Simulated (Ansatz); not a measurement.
**BaF2 (fluorite): frozen-phonon scan**

Starting cell, BaF$_{2}$ (fluorite):

```xyz
6
Lattice="0.0000 6.2463 6.2463 3.1231 0.0000 3.1231 3.1231 3.1231 0.0000" Properties=species:S:1:pos:R:3 pbc="T T T"
Ba     0.0000     0.0000     0.0000
Ba     3.1231     6.2463     3.1231
F      1.5616     1.5616     1.5616
F      1.5616     4.6847     4.6847
F      4.6847     4.6847     4.6847
F      4.6847     7.8078     7.8078
```

The atoms are displaced by Q × the pattern below (from a DFPT mode at L = (0.5, 0.0, 0.0), largest move 1; Q in Å), at fixed cell. (q is in reciprocal vectors of the primitive cell; the cell shown is doubled to hold the pattern.)

```csv
atom,x,y,z
F3,-0.577,0.577,0.577
F4,0.577,-0.577,-0.577
F5,-0.577,0.577,0.577
F6,0.577,-0.577,-0.577
```

Atoms not listed stay in place.

Computed with PBE (plane waves to 420 eV, PAW, scalar-relativistic; Ansatz, a quantum-chemistry and plane-wave program). k mesh 9×9×9 (Γ-centred), Fermi-Dirac smearing 0.05 eV. E stands for the smeared free energy. Compression counts positive. BaF2 was relaxed with its symmetry unable to fall. ΔE is measured from the undisplaced structure.

```
Q (Å)   ΔE (meV/cell)  −dE/dQ from forces (eV/Å)  P (GPa)
------  -------------  -------------------------  -------
-0.280            857                      6.364     2.28
-0.233            588                      5.178     1.56
-0.187            372                      4.061     0.99
-0.140            208                      2.999     0.56
-0.093             92                      1.977     0.25
-0.047             23                      0.982     0.07
0.000               0                      0.000     0.01
0.047              23                     -0.982     0.07
0.093              92                     -1.977     0.25
0.140             208                     -2.999     0.56
0.187             372                     -4.061     0.99
0.233             588                     -5.178     1.56
0.280             857                     -6.364     2.28
```

Key numbers:

```
Item                                                                                                                 Result
-----------------------------------------------------------  --------------------------------------------------------------
Energy at Q = 0.280 Å                                                                                          857 meV/cell
Space group of the distorted cell                                                        R-3m (No. 166), lowered from Fm-3m
Symmetry of the curve                                                                         even: the same for both signs
Shape of the curve                                           a single well with its minimum at or next to zero displacement
Harmonic wavenumber from the curvature (finite differences)                                                        274 cm⁻¹
Wavenumber by perturbation theory (DFPT, on another k mesh)                                                        274 cm⁻¹
```

(For displaced atoms, the force is minus the slope of the energy, and its curvature is a force constant, which sets phonon frequencies.)
